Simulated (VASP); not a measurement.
**Input and output of a VASP r²SCAN single-point calculation on SnO$_{2}$ (strained fluorite)**

INCAR

```
NELM = 120
METAGGA = R2SCAN
NSW = 0
LWAVE = .FALSE.
ISMEAR = -1
NBANDS = 20
LCHARG = .FALSE.
ENCUT = 520
ISIF = 2
PREC = Accurate
LREAL = .FALSE.
IBRION = -1
SIGMA = 0.02
EDIFF = 1E-7
LASPH = .TRUE.
ALGO = Normal
```

KPOINTS

```
KPOINTS created by Atomic Simulation Environment
0
Gamma
8 8 8
0 0 0
```

KPOINTS_OPT

```
special points
6
Reciprocal
0.0000000000 0.0000000000 0.0000000000 1
0.5000000000 0.0000000000 0.5000000000 1
0.6250000000 0.2500000000 0.6250000000 1
0.3750000000 0.3750000000 0.7500000000 1
0.5000000000 0.5000000000 0.5000000000 1
0.5000000000 0.2500000000 0.7500000000 1
```

POSCAR

```
Sn O
 1.0000000000000000
     0.0000000000000000    2.5595616801999999    2.5595616801999999
     2.5595616801999999    0.0000000000000000    2.5595616801999999
     2.5595616801999999    2.5595616801999999    0.0000000000000000
 Sn  O
   1   2
Cartesian
  0.0000000000000000  0.0000000000000000  0.0000000000000000
  1.2797808400999999  1.2797808400999999  1.2797808400999999
  3.8393425202999998  3.8393425202999998  3.8393425202999998
```

VASP ran with the recommended PBE PAW datasets (26 valence electrons in the cell).

Command

```
mpirun -np 1 vasp_std
```

OSZICAR

```
N       E                     dE             d eps       ncg     rms          rms(c)
DAV:   1     0.220034211986E+03    0.22003E+03   -0.13749E+04  1284   0.206E+03
DAV:   2    -0.240056370578E+02   -0.24404E+03   -0.23060E+03  1236   0.516E+02
DAV:   3    -0.502736910113E+02   -0.26268E+02   -0.25977E+02  1336   0.140E+02
DAV:   4    -0.509736288600E+02   -0.69994E+00   -0.69944E+00  1288   0.239E+01
DAV:   5    -0.509899864430E+02   -0.16358E-01   -0.16356E-01  1448   0.377E+00    0.104E+01
DAV:   6    -0.412994870655E+02    0.96905E+01   -0.66788E+00  1656   0.586E+01    0.419E+00
DAV:   7    -0.414432252867E+02   -0.14374E+00   -0.11407E+00  1292   0.891E+00    0.235E+00
DAV:   8    -0.414813914276E+02   -0.38166E-01   -0.15397E-01  1680   0.577E+00    0.667E-01
DAV:   9    -0.414701869139E+02    0.11205E-01   -0.57441E-02  1768   0.380E+00    0.145E-01
DAV:  10    -0.414704687605E+02   -0.28185E-03   -0.41147E-03  1244   0.530E-01    0.838E-02
DAV:  11    -0.414705823188E+02   -0.11356E-03   -0.98006E-04  1304   0.295E-01    0.553E-02
DAV:  12    -0.414705438854E+02    0.38433E-04   -0.81050E-05  1488   0.829E-02    0.244E-02
DAV:  13    -0.414705359129E+02    0.79725E-05   -0.54559E-05  1368   0.588E-02    0.171E-03
DAV:  14    -0.414705355341E+02    0.37883E-06   -0.12607E-06  1328   0.957E-03    0.262E-03
DAV:  15    -0.414705354068E+02    0.12725E-06   -0.87588E-08   756   0.384E-03    0.130E-03
DAV:  16    -0.414705353871E+02    0.19717E-07   -0.13005E-07   896   0.372E-03
   1 F= -.41470535E+02 E0= -.41470535E+02  d E =-.936434E-08
       N       E                     dE             ncg
DAV:   1     0.146852688941E+04   -0.44921E+04      272
DAV:   2     0.888602473984E+02   -0.13797E+04      268
DAV:   3    -0.564141109443E+02   -0.14527E+03      272
DAV:   4    -0.605041429450E+02   -0.40900E+01      264
DAV:   5    -0.606104558491E+02   -0.10631E+00      280
DAV:   6    -0.606156760350E+02   -0.52202E-02      312
DAV:   7    -0.606157791723E+02   -0.10314E-03      312
DAV:   8    -0.606157829244E+02   -0.37521E-05      312
DAV:   9    -0.606157829388E+02   -0.14447E-07      176
```

From OUTCAR

```
k-points           NKPTS =     29   k-points in BZ     NKDIM =     29   number of bands    NBANDS=     20

   NELECT =      26.0000    total number of electrons

   dimension x,y,z NGX =    28 NGY =   28 NGZ =   28
   dimension x,y,z NGXF=    56 NGYF=   56 NGZF=   56

  energy-cutoff  :      520.00
  volume of cell :       33.54
      direct lattice vectors                 reciprocal lattice vectors
     0.000000000  2.559561680  2.559561680    -0.195345947  0.195345947  0.195345947
     2.559561680  0.000000000  2.559561680     0.195345947 -0.195345947  0.195345947
     2.559561680  2.559561680  0.000000000     0.195345947  0.195345947 -0.195345947

 k-points in reciprocal lattice and weights: KPOINTS created by Atomic Simulation Env
   0.00000000  0.00000000  0.00000000       0.002
   0.12500000  0.00000000  0.00000000       0.016
   0.25000000  0.00000000  0.00000000       0.016
   0.37500000  0.00000000  0.00000000       0.016
   0.50000000  0.00000000  0.00000000       0.008
   0.12500000  0.12500000  0.00000000       0.012
   0.25000000  0.12500000  0.00000000       0.047
   0.37500000  0.12500000  0.00000000       0.047
   ...

 E-fermi :   7.5532

 k-point     1 :       0.0000    0.0000    0.0000
  band No.  band energies     occupation
      1     -13.9017      2.00000
      2     -13.9016      2.00000
      3     -13.9016      2.00000
      4     -13.7393      2.00000
      5     -13.7393      2.00000
      6     -13.1445      2.00000
      7      -9.4878      2.00000
      8       4.3286      2.00000
      9       4.3286      2.00000
     10       4.3286      2.00000
     11       5.8907      2.00000
     12       5.8907      2.00000
     13       5.8907      2.00000
     14       7.8012      0.00001
     15      15.0373      0.00000
     16      15.0373      0.00000
     17      15.0374      0.00000
     18      20.9442      0.00000
     19      23.3462      0.00000
     20      23.3462      0.00000

 k-point     2 :       0.1250    0.0000    0.0000
  band No.  band energies     occupation
      1     -13.9755      2.00000
      2     -13.8905      2.00000
      3     -13.8904      2.00000
      4     -13.7397      2.00000
      5     -13.7397      2.00000
      6     -12.9858      2.00000
      7      -9.4710      2.00000
      8       3.8094      2.00000
      9       4.2584      2.00000
     10       4.2584      2.00000
     11       5.0198      2.00000
     12       5.7810      2.00000
     13       5.7810      2.00000
     14       9.0940      0.00000
     15      14.8373      0.00000
     16      15.4260      0.00000
     17      15.4261      0.00000
     18      22.0620      0.00000
     19      23.3858      0.00000
     20      23.3858      0.00000

 k-point     3 :       0.2500    0.0000    0.0000
  band No.  band energies     occupation
      1     -14.1708      2.00000
      2     -13.8682      2.00000
      3     -13.8682      2.00000
      4     -13.7355      2.00000
      5     -13.7354      2.00000
      6     -12.4868      2.00000
      7      -9.5469      2.00000
      8       2.6326      2.00000
      9       4.1045      2.00000
     10       4.1045      2.00000
     11       4.2193      2.00000
     12       5.5164      2.00000
     13       5.5164      2.00000
     14      10.8480      0.00000
     15      14.8674      0.00000
     16      16.4574      0.00000
     17      16.4575      0.00000
     18      23.4663      0.00000
     19      23.4663      0.00000
     20      23.8625      0.00000

 k-point     4 :       0.3750    0.0000    0.0000
  band No.  band energies     occupation
      1     -14.3613      2.00000
      2     -13.8551      2.00000
      3     -13.8551      2.00000
      4     -13.7217      2.00000
      5     -13.7217      2.00000
      6     -11.7358      2.00000
      7      -9.9159      2.00000
      8       1.7658      2.00000
      9       3.6470      2.00000
     10       3.9717      2.00000
     11       3.9718      2.00000
     12       5.2508      2.00000
     13       5.2508      2.00000
     14      12.0680      0.00000
     15      15.3986      0.00000
     16      17.7149      0.00000
     17      17.7150      0.00000
     18      23.4286      0.00000
     19      23.4286      0.00000
     20      23.8054      0.00000

 k-point     5 :       0.5000    0.0000    0.0000
  band No.  band energies     occupation
      1     -14.4369      2.00000
      2     -13.8525      2.00000
      3     -13.8525      2.00000
      4     -13.7130      2.00000
      5     -13.7130      2.00000
      6     -11.1504      2.00000
      7     -10.3591      2.00000
      8       1.4807      2.00000
      9       3.4214      2.00000
     10       3.9229      2.00000
     11       3.9229      2.00000
     12       5.1399      2.00000
     13       5.1399      2.00000
     14      12.4975      0.00000
     15      15.7416      0.00000
     16      18.3652      0.00000
     17      18.3652      0.00000
     18      23.3033      0.00000
     19      23.3033      0.00000
     20      23.4171      0.00000

 k-point     6 :       0.1250    0.1250    0.0000
  band No.  band energies     occupation
      1     -14.0015      2.00000
      2     -13.8801      2.00000
      3     -13.8801      2.00000
      4     -13.7479      2.00000
      5     -13.7334      2.00000
      6     -12.9490      2.00000
      7      -9.4507      2.00000
      8       3.8133      2.00000
      9       3.8133      2.00000
     10       4.1187      2.00000
     11       4.6917      2.00000
     12       6.1270      2.00000
     13       6.1270      2.00000
     14       9.2009      0.00000
     15      14.3048      0.00000
     16      15.8051      0.00000
     17      15.8051      0.00000
     18      22.0859      0.00000
     19      23.4904      0.00000
     20      23.5487      0.00000

 k-point     7 :       0.2500    0.1250    0.0000
  band No.  band energies     occupation
      1     -14.1281      2.00000
      2     -13.8879      2.00000
      3     -13.8562      2.00000
      4     -13.7545      2.00000
      5     -13.7267      2.00000
      6     -12.5788      2.00000
      7      -9.4610      2.00000
      8       2.5688      2.00000
      9       3.4337      2.00000
     10       3.5784      2.00000
     11       4.9920      2.00000
     12       5.8937      2.00000
     13       6.1692      2.00000
     14      10.4718      0.00000
     15      14.1655      0.00000
     16      16.6066      0.00000
     17      16.7735      0.00000
     18      22.1671      0.00000
     19      23.7698      0.00000
     20      24.8750      0.00000

 k-point     8 :       0.3750    0.1250    0.0000
  band No.  band energies     occupation
      1     -14.2905      2.00000
      2     -13.9097      2.00000
      3     -13.8398      2.00000
      4     -13.7521      2.00000
      5     -13.7161      2.00000
      6     -11.8969      2.00000
      7      -9.7122      2.00000
      8       1.4553      2.00000
      9       3.1778      2.00000
     10       3.2570      2.00000
     11       5.0238      2.00000
     12       5.5038      2.00000
     13       5.9740      2.00000
     14      11.7055      0.00000
     15      14.9049      0.00000
     16      17.4956      0.00000
     17      17.9504      0.00000
     18      21.6056      0.00000
     19      23.8793      0.00000
     20      25.7657      0.00000

 k-point     9 :       0.5000    0.1250    0.0000
  band No.  band energies     occupation
      1     -14.3899      2.00000
      2     -13.9218      2.00000
      3     -13.8360      2.00000
      4     -13.7415      2.00000
      5     -13.7126      2.00000
      6     -11.1235      2.00000
      7     -10.2490      2.00000
      8       0.9237      2.00000
      9       2.9909      2.00000
     10       3.3708      2.00000
     11       4.4700      2.00000
     12       5.6613      2.00000
     13       5.7300      2.00000
     14      12.3654      0.00000
     15      15.7944      0.00000
     16      18.1058      0.00000
     17      18.6382      0.00000
     18      21.0517      0.00000
     19      23.5828      0.00000
     20      25.8072      0.00000

 k-point    10 :      -0.3750    0.1250    0.0000
  band No.  band energies     occupation
      1     -14.3601      2.00000
      2     -13.9306      2.00000
      3     -13.8387      2.00000
      4     -13.7335      2.00000
      5     -13.7269      2.00000
      6     -11.3203      2.00000
      7     -10.1036      2.00000
      8       1.0197      2.00000
      9       3.1631      2.00000
     10       3.7837      2.00000
     11       4.0086      2.00000
     12       5.3317      2.00000
     13       6.0672      2.00000
     14      12.2636      0.00000
     15      15.7289      0.00000
     16      18.0966      0.00000
     17      18.1615      0.00000
     18      21.2874      0.00000
     19      23.3555      0.00000
     20      25.9996      0.00000

 ...

  Total       -1.1076137     -1.1076137     -1.1076137     -0.0000000     -0.0000000     -0.0000000
  in kB      -52.9141838    -52.9141838    -52.9141838     -0.0000000     -0.0000000     -0.0000000
  external PRESSURE =     -52.9141838 kB  Pullay stress =       0.0000000 kB

 POSITION                                       TOTAL-FORCE (eV/Angst)
 -----------------------------------------------------------------------------------
      0.00000      0.00000      0.00000         0.000000      0.000000      0.000000
      1.27978      1.27978      1.27978         0.000000      0.000000      0.000000
      3.83934      3.83934      3.83934        -0.000000     -0.000000     -0.000000
 -----------------------------------------------------------------------------------
    total drift:                               -0.000000     -0.000000      0.000000

  FREE ENERGIE OF THE ION-ELECTRON SYSTEM (eV)
  ---------------------------------------------------
  free  energy   TOTEN  =       -41.4705353871 eV

  energy  without entropy=      -41.4705353778  energy(sigma->0) =      -41.47053538
```

| Quantity | Value |
| --- | --- |
| gap between bands v and c | 0.54 eV |
| least direct gap | 1.91 eV |
| pressure | -5.3 GPa |

Band v is the last that the valence electrons fill when counted band by band, and c is the next.

The run took about 51 s on one core of a shared host (Intel Xeon 6975P-C) and held 0.18 GiB at most.
